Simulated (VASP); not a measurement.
ZrSe2:

```
Zr Se
1.0
     3.79800    0.00000    0.00000
    -1.89900    3.28916    0.00000
     0.00000    0.00000    6.19200
Zr Se
1 2
Cartesian
  0.0000 0.0000 0.0000
  1.8990 1.0964 4.6440
  0.0000 2.1928 1.5480
```

Base run:

```yaml
Program: VASP 6.6.1
Functional: PBE
Potentials_or_basis: VASP PAW PBE potentials, release 64 (Zr_sv, Se)
Cutoff: 520 eV
k_mesh: 6 × 6 × 4
Occupations: gaussian, width 0.02 eV
Spin: spin-orbit coupling, no magnetisation
```

Its results: pressure 2.1 GPa; largest force 0.293 eV/Å.

Question: The run is repeated on the same cell with these changes: functional from PBE to LDA; potentials or basis from VASP PAW PBE potentials, release 64 (Zr_sv, Se) to VASP PAW LDA potentials, release 64 (Zr_sv, Se). What comes out?

Answer: Pressure -2.9 GPa; largest force 0.058 eV/Å.

Caveats: this functional lacks dispersion, which binds the layers, so the pressure and a relaxed spacing across them are unreliable (some runs).
